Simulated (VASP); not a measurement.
# AlB2H2 (Cmmm) in VASP: further runs, part 2 of 2

VASP 6.6.1. The steps go on from the part before.

## 3. Relaxation of cell and atoms, PBE (random cell by space group and Wyckoff sites (Cmmm, No. 65))

The input, INCAR:

```
PREC = Accurate
ENCUT = 600
EDIFF = 1E-7
ISMEAR = 0
SIGMA = 0.1
LREAL = False
LASPH = True
NELM = 60
ALGO = Normal
ISIF = 3
LWAVE = False
LCHARG = False
GGA = PE
IBRION = 2
NSW = 90
EDIFFG = -0.04
```

The input, KPOINTS:

```
regular mesh
0
Gamma
  6 6 4
```

The input, POSCAR:

```
AlB2H2
1.0
    1.6024894900     -2.7631843200      0.0000000000
    1.6024894900      2.7631843200      0.0000000000
    0.0000000000      0.0000000000      4.5909892300
Al B H
1 2 2
Direct
    0.5000000000      0.5000000000      0.0000000000
    0.0000000000      0.0000000000      0.7659338100
    0.0000000000      0.0000000000      0.2340661900
    0.0000000000      0.5000000000      0.5000000000
    0.5000000000      0.0000000000      0.5000000000
```

Potentials or basis: VASP PAW PBE potentials, release 64 (Al, B, H).

Run with:

```console
$ cat potpaw_PBE.64/Al/POTCAR potpaw_PBE.64/B/POTCAR potpaw_PBE.64/H/POTCAR > POTCAR
$ mpirun -np 1 vasp_std > vasp.out
```

OUTCAR:

```text
PREC = Accurate
   ENCUT = 600
   EDIFF = 1E-7
   ISMEAR = 0
   LREAL = False
   LASPH = True
   NELM = 60
   ISIF = 3
   GGA = PE
   IBRION = 2
   NSW = 90
   EDIFFG = -0.04

 ion  position               nearest neighbor table
   1  0.500  0.500  0.000-   2 1.93   3 1.93   2 1.93   3 1.93
   2  0.000  0.000  0.766-   1 1.93   1 1.93   3 2.15
   3  0.000  0.000  0.234-   1 1.93   1 1.93   2 2.15
   4  0.000  0.500  0.500-
   5  0.500  0.000  0.500-

  LATTYP: Found a base centered orthorhombic cell.
 ALAT       =     3.2049789800
 B/A-ratio  =     1.7243072964
 C/A-ratio  =     1.4324553324

  Lattice vectors:

 A1 = (   1.6024894900,  -2.7631843200,   0.0000000000)
 A2 = (   1.6024894900,   2.7631843200,   0.0000000000)
 A3 = (   0.0000000000,   0.0000000000,   4.5909892300)

Analysis of symmetry for initial positions (statically):
[... 387 lines left out ...]

  energy without entropy =      -19.87422742  energy(sigma->0) =      -19.87513429

 E-fermi :   6.4226     XC(G=0): -10.9223

 val. band max:        6.3963190727   @ k =   0.3333   0.3333   0.5000
 cond. band min:       6.5107291507   @ k =   0.5000   0.0000   0.5000
 fundamental gap:      0.1144100779
 Fermi energy:         6.4225863794

 k-point     1 :       0.0000    0.0000    0.0000
  band No.  band energies     occupation
      1      -8.5237      2.00000
      2      -2.2363      2.00000
      3      -0.6913      2.00000
      4       7.4012      0.00000
      5       8.1923      0.00000
      6       8.5385      0.00000
      7      11.4976      0.00000
      8      11.7890      0.00000
      9      13.5434      0.00000
[... 265 lines left out ...]
 k-point    24 :       0.5000    0.3333    0.2500
  band No.  band energies     occupation
      1      -4.2779      2.00000
      2      -1.0734      2.00000
      3       0.7786      2.00000
      4       1.5924      2.00000
      5       4.4031      2.00000
      6       5.0885      2.00000
      7       6.2154      1.99662
      8       8.9965      0.00000
      9      10.8146      0.00000

 [... further k-points ...]
[... 5 lines left out ...]
  --------------------------------------------------------------------------------------
  -------------------------------------------------------------------------------------
  Total        0.0565862     -0.0381168     -0.0537296      0.0000000      0.0000000      0.0000000
  in kB        2.4264272     -1.6344542     -2.3039365      0.0000000      0.0000000      0.0000000
  external PRESSURE =      -0.5039879 kB  Pullay stress =       0.0000000 kB
[... 20 lines left out ...]
  FREE ENERGIE OF THE ION-ELECTRON SYSTEM (eV)
  ---------------------------------------------------
  free  energy   TOTEN  =       -19.8760411658 eV

  energy  without entropy=      -19.8742274241  energy(sigma->0) =      -19.87513429

 reached required accuracy - stopping structural energy minimisation
```

Run time: 3.5 min. Hardware: 1 thread of AMD EPYC 9R45 (Zen 5), shared host; peak memory 0.16 GiB.

What came out:

```
Free energy                            : -19.8760 eV
Relaxed volume                         : 7.47 Å³/atom
Relaxed cell                           : a = 2.862 Å, b = 2.862 Å, c = 4.889 Å, α = 90.00°, β = 90.00°, γ = 111.12°
Space group after relaxing (to 0.05 Å) : Cmmm (No. 65)
Energy gained by relaxing              : 725.8 meV/atom
Ionic steps                            : 32
Pressure after relaxing                : -0.1 GPa
Largest force after relaxing           : 0.035 eV/Å
Band gap on the k mesh                 : none (metal or under the smearing width)
```

Forces in eV/Å, atoms in the order of the input:
```
Al   0.000  0.000  0.000
B    0.000  0.000  0.035
B    0.000  0.000 -0.035
H    0.000  0.000  0.000
H    0.000  0.000  0.000
```

Stress tensor (GPa, compression positive):
```
 0.24  0.00  0.00
 0.00 -0.16  0.00
 0.00  0.00 -0.23
```

Step by step:
| step | energy change (eV) | largest force (eV/Å) | pressure (GPa) | volume (Å³) |
| --- | --- | --- | --- | --- |
| 1 | 0.0000 | 3.3595 | 16.75 | 40.66 |
| 2 | -1.9086 | 1.8465 | -15.08 | 45.41 |
| 3 | -1.9597 | 1.7071 | -17.08 | 46.01 |
| 4 | -2.7766 | 0.7860 | -9.90 | 40.74 |
| 5 | -2.8014 | 1.4201 | -2.34 | 38.76 |
| 6 | -2.8328 | 0.0909 | -6.63 | 39.73 |
| 7 | -2.8344 | 0.2664 | -6.03 | 39.58 |
| 8 | -2.9752 | 0.1838 | -1.09 | 37.45 |
| 9 | -3.0115 | 0.3945 | 3.36 | 36.02 |
| 10 | -3.0148 | 0.4553 | 5.13 | 35.52 |
| 11 | -3.2246 | 0.8125 | 5.83 | 35.42 |
| 12 | -3.4703 | 0.8272 | 3.82 | 34.90 |
| 13 | -3.4827 | 0.8176 | 3.80 | 35.03 |
| 14 | -3.5122 | 0.9316 | 2.87 | 36.23 |
| 15 | -3.5272 | 0.1998 | 3.01 | 35.81 |
| 16 | -3.5394 | 0.1711 | -1.52 | 37.05 |
| 17 | -3.5401 | 0.1137 | -0.70 | 36.82 |
| 18 | -3.5547 | 0.0900 | -2.08 | 37.42 |
| 19 | -3.5585 | 0.2372 | -3.12 | 37.92 |
| 20 | -3.5764 | 0.0601 | -2.46 | 37.75 |
| 21 | -3.6006 | 0.4808 | -0.08 | 37.18 |
| 22 | -3.6014 | 0.3365 | -0.54 | 37.28 |
| 23 | -3.6115 | 0.0465 | 1.27 | 37.00 |
| 24 | -3.5838 | 1.1208 | 5.43 | 36.39 |
| 25 | -3.6136 | 0.1256 | 1.91 | 36.90 |
| 26 | -3.6185 | 0.2010 | 2.07 | 36.88 |
| 27 | -3.6178 | 0.4591 | 2.64 | 36.82 |
| 28 | -3.6215 | 0.3163 | 2.32 | 36.85 |
| 29 | -3.6266 | 0.0895 | 1.42 | 37.00 |
| 30 | -3.6278 | 0.0829 | 0.74 | 37.11 |
| 31 | -3.6283 | 0.0514 | 0.53 | 37.18 |
| 32 | -3.6288 | 0.0354 | -0.05 | 37.36 |

Final structure:
```cif
data_structure
_symmetry_space_group_name_H-M 'P 1'
_symmetry_Int_Tables_number 1
_cell_length_a 2.8624
_cell_length_b 2.8624
_cell_length_c 4.8888
_cell_angle_alpha 90.000
_cell_angle_beta 90.000
_cell_angle_gamma 111.125
_cell_volume 37.36
loop_
_atom_site_label
_atom_site_type_symbol
_atom_site_fract_x
_atom_site_fract_y
_atom_site_fract_z
_atom_site_occupancy
Al1 Al 0.50000 0.50000 0.00000 1
B1 B 0.00000 0.00000 0.66730 1
B2 B 0.00000 0.00000 0.33270 1
H1 H 0.00000 0.50000 0.50000 1
H2 H 0.50000 0.00000 0.50000 1
```

Caveat: the k mesh is coarse (spacing up to 0.38 Å⁻¹), so the values aren't converged.
